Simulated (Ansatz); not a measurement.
Runs of Ansatz 0.2.0 on Sb. The structure is cubic, space group Fm-3m (No. 225). Conventional cell: a = 4.742 Å, b = 4.742 Å, c = 4.742 Å, α = 90.00°, β = 90.00°, γ = 90.00°. Sb (site symmetry m-3m) has 12 Sb at 3.35 Å as nearest neighbours. This isn't the form of Sb at room conditions, which is rhombohedral.

| task | level | spin | cell | k mesh | points for each segment of the path | gap on the mesh (eV) | pressure (GPa) | relaxed volume (Å³/atom) |
| --- | --- | --- | --- | --- | --- | --- | --- | --- |
| band structure | LDA | off | as given | 10 × 10 × 10 | 14 | none | (b) | - |
| band structure | PBEsol | off | as given | 10 × 10 × 10 | 14 | none | (a) | - |
| relaxation of cell and atoms | PBEsol | off | relaxed | 10 × 10 × 10 | - | none | 0.0 | 26.15 |
| band structure | LDA | SOC, no magnetisation | as given | 7 × 7 × 7 | 14 | none | -2.2 | - |
| relaxation of cell and atoms | LDA | off | relaxed | 10 × 10 × 10 | - | none | 0.0 | 25.70 |

Alike in all rows: potentials or basis Ansatz PAW; cutoff (eV) 420; smearing fermi-dirac 0.05 eV.

Task: Estimate the missing entries.

Result: (a) -1.2; (b) -2.3.

Caveats: the PAW data sets come from PBE, with cores solved anew for the run's functional, which leaves a small shift of forces and pressure; spin-orbit coupling is left out, which moves the levels of the heavy elements (some runs); the plane-wave basis is chosen anew once the cell has moved, so the energies of steps on either side of that aren't comparable (some runs).

A k mesh can miss the band edges, and rows without SOC leave out spin-orbit coupling on Sb.

A gap of «none» marks a metal or a gap under the smearing width.

Runs at the PBE level aren't shown here.
